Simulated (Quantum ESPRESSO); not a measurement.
The system is TiC.

```
Ti C
1.0
     0.00000    2.16572    2.16572
     2.16572    0.00000    2.16572
     2.16572    2.16572    0.00000
Ti C
1 1
Direct
  0.00000 0.00000 0.00000
  0.50000 0.50000 0.50000
```

The cell is a database's computed one.

```yaml
Program: Quantum ESPRESSO 7.5
Task: phonons
Functional: LDA
Potentials_or_basis: PseudoDojo 0.4.1 SR LDA standard
Cutoff: 1143 eV
Density_cutoff: 4572 eV
k_mesh: 9 × 9 × 9
Occupations: cold, width 0.2 eV
Spin: no spin polarisation
Form_of_the_LDA_correlation: PW92
Mixing_beta: 0.5
Most_SCF_iterations: 120
SCF_threshold: 4e-10 Ry
```

The cell and the atoms were relaxed first, to 9.68 Å³/atom (a = 3.014 Å, b = 3.014 Å, c = 3.014 Å, α = 60.00°, β = 60.00°, γ = 60.00°), and the response was taken there.

Task: Where do the zone-centre optical modes lie?

Result: T1u at 563 cm⁻¹ (IR).

Optical modes at Γ, degenerate ones joined:
| cm⁻¹ | components | symmetry | active in |
| --- | --- | --- | --- |
| 563 | 3 | T1u | IR |

Caveat: the mesh is thin for the phonons of a metal.
